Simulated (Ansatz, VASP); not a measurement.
WC: VASP beside Ansatz

INCAR

```
SYSTEM = WC
PREC = Accurate
ENCUT = 520
EDIFF = 1E-6
ISMEAR = 0
SIGMA = 0.15
LREAL = .False.
LASPH = .True.
NELM = 100
ALGO = Normal
ISIF = 2
LWAVE = .False.
LCHARG = .True.
GGA = PS
LELF = .True.
LVHAR = .True.
NBANDS = 16
```

Contents of KPOINTS:

```
regular mesh
0
Gamma
  21 21 18
  0 0 0
```

Contents of POSCAR:

```
WC
1.0
    3.0619642063      0.0000000000      0.0000000000
   -1.5309821031      2.6517387881      0.0000000000
    0.0000000000      0.0000000000      2.5385101132
W C
1 1
Direct
    0.0000000000      0.0000000000      0.0000000000
    0.6666666667      0.3333333333      0.5000000000
```

Input for Ansatz:

```yaml
crystal:
  lattice:
    - [3.0619642063, 0.0, 0.0]
    - [-1.5309821031, 2.6517387881, 0.0]
    - [0.0, 0.0, 2.5385101132]
  atoms:
    - { symbol: W, position: [0.0, 0.0, 0.0] }
    - { symbol: C, position: [0.6666666667, 0.3333333333, 0.5] }
basis:
  ecutwfc: 420
kpoints:
  mp_grid: { grid: [21, 21, 18] }
hamiltonian:
  xc: pbesol
scf:
  occupations: { method: gaussian, width: 0.15 }
output:
  forces: true
  stress: true
  eigenvalues: true
```

Alike in both runs: task single point; functional PBEsol; k mesh 21 × 21 × 18; occupations gaussian, width 0.15 eV; no spin polarisation.

```csv
,VASP,Ansatz
version,VASP 6.6.1,Ansatz 0.2.0
potentials or method,"VASP PAW PBE potentials, release 64 (W_sv, C)","scalar-relativistic, plane waves, PAW"
plane-wave cutoff (eV),520,420
valence electrons in the cell,18,18
```

```tsv
	VASP	Ansatz	Ansatz less VASP
gap on the k mesh at the Fermi level (eV)	none	none	-
pressure (GPa)	16.5	15.0	-1.50
largest component of the traceless stress (GPa)	84.27	83.54	-0.734
```

A gap of «none» marks a metal or a gap that the smearing closes.

Caveats: so large a pressure means that the cell lies far from this level's equilibrium, or that cutoff or potentials fall short (VASP); the potentials were made for another functional, which shifts forces and pressure (VASP). Spin-orbit coupling is left out, which matters for the levels of W.
